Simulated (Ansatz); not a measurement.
**How far is this LiF from the hull?**

Computed with DFT PBE, scalar-relativistic, plane waves, PAW (Ansatz). All cells share a 420 eV cutoff and Γ-centred k meshes spaced at most about 0.3 Å⁻¹ (2π included). No spin polarisation.

Energies over the elements count from the elements' standard structures at the same level (F₂ as a molecule), with no fitted energy shifts.

These are static total energies at zero pressure.

The competitors are the elements and 1 reference phase of this chemical system (from databases or known types: LiF), relaxed at the same level; other known phases may be missing.

The candidate was reached from: 6-connected net, two elements alternating.

```cif
data_structure
_symmetry_space_group_name_H-M 'P-6m2'
_symmetry_Int_Tables_number 187
_cell_length_a 2.8048
_cell_length_b 2.8048
_cell_length_c 2.5707
_cell_angle_alpha 90.000
_cell_angle_beta 90.000
_cell_angle_gamma 120.000
_cell_volume 17.51
loop_
_atom_site_label
_atom_site_type_symbol
_atom_site_symmetry_multiplicity
_atom_site_Wyckoff_symbol
_atom_site_fract_x
_atom_site_fract_y
_atom_site_fract_z
_atom_site_occupancy
Li1 Li 1 b 0.00000 0.00000 0.50000 1
F1 F 1 c 0.33333 0.66667 0.00000 1
```

Question: Is it stable, and against what?

Answer: Not the lowest form: another structure of the same formula lies lower. Its formation energy is -2.821 eV/atom. The lowest competing phase at this composition is this:

```
phase       space group             source  share of atoms  ΔE_f (eV/atom)
  LiF  P6_3mc (No. 186)  Materials Project          1.0000          -2.953
```

The candidate lies 132 meV/atom above this phase (131 meV/atom from unrounded values). The candidate matches no cell in the subsets of the Crystallography Open Database and the Materials Project at hand. It is metastable at best. Whether it is a true minimum wasn't tested by phonons. The Crystallography Open Database lists this formula in another space group (No. 225). It has the tungsten carbide type.
